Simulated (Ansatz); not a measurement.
# NiGe: the cost of one run

Computed with Ansatz 0.2.0 (DFT PBE, scalar-relativistic, plane waves, PAW, unless a step's input says otherwise).

4 further runs of the same task are left out: 2 that didn't finish, 2 set aside as unsound or not needed.

## 1. The system as given

The structure is orthorhombic, space group Pnma (No. 62). The conventional cell has a = 5.397 Å, b = 3.481 Å, c = 5.846 Å, α = 90.00°, β = 90.00°, γ = 90.00°. Around Ni (site symmetry m) lie 6 Ge at 2.35 to 2.53 Å. Around Ge (site symmetry m) lie 6 Ni at 2.35 to 2.53 Å.

Structure file:

```xyz
8
Lattice="5.3967 0.0000 0.0000 0.0000 3.4809 0.0000 0.0000 0.0000 5.8461" Properties=species:S:1:pos:R:3 pbc="T T T"
Ni    5.3658    2.6107    1.1118
Ni    0.0309    0.8702    4.7343
Ni    2.7292    0.8702    4.0349
Ni    2.6675    2.6107    1.8112
Ge    4.3731    2.6107    3.4342
Ge    1.0236    0.8702    2.4119
Ge    3.7219    0.8702    0.5111
Ge    1.6747    2.6107    5.3349
```

This cell was relaxed beforehand with the same method: volume 13.73 Å³/atom, gap on the mesh none (metal).

## 2. Bands, states and charges

File input.yaml:

```yaml
crystal:
  lattice:
    - [5.3966575686, 0.0, 0.0]
    - [0.0, 3.4808800611, 0.0]
    - [0.0, 0.0, 5.8460821497]
  atoms:
    - { symbol: Ni, position: [0.9942832199, 0.75, 0.1901826743] }
    - { symbol: Ni, position: [0.0057167801, 0.25, 0.8098173257] }
    - { symbol: Ni, position: [0.5057167801, 0.25, 0.6901826743] }
    - { symbol: Ni, position: [0.4942832199, 0.75, 0.3098173257] }
    - { symbol: Ge, position: [0.8103268977, 0.75, 0.5874320966] }
    - { symbol: Ge, position: [0.1896731023, 0.25, 0.4125679034] }
    - { symbol: Ge, position: [0.6896731023, 0.25, 0.0874320966] }
    - { symbol: Ge, position: [0.3103268977, 0.75, 0.9125679034] }
basis:
  ecutwfc: 420
kpoints:
  mp_grid: { grid: [8, 10, 6] }
  band_path:
    path:
      - [[0.0, 0.0, 0.0], [0.5, 0.0, 0.0], [0.5, 0.5, 0.0], [0.0, 0.5, 0.0], [0.0, 0.0, 0.0], [0.0, 0.0, 0.5], [0.5, 0.0, 0.5], [0.5, 0.5, 0.5], [0.0, 0.5, 0.5], [0.0, 0.0, 0.5]]
      - [[0.5, 0.0, 0.0], [0.5, 0.0, 0.5]]
      - [[0.0, 0.5, 0.0], [0.0, 0.5, 0.5]]
      - [[0.5, 0.5, 0.0], [0.5, 0.5, 0.5]]
    npoints: 14
hamiltonian:
  xc: pbe
scf:
  occupations: { method: gaussian, width: 0.1 }
  n_extra_bands: 20
output:
  forces: true
  stress: true
  eigenvalues: true
  populations: true
  dos: { projected: true, de: 0.02, nscf_kmesh: { grid: [12, 15, 9] } }
  bader: true
  write_density: true
  write_potential: true
  elf: true
  volumetric_format: npy
```

The run is started by

```console
ansatz run input.yaml --threads 2 --pin off --max-ram 5120MiB --backend cpu --events-out ev --progress --plain --runs-dir out
```

Q: Estimate wall time and peak memory on 2 threads of Intel Xeon at 2.70GHz, shared host.

About 3.8 min, with a peak of 1.6 GiB.
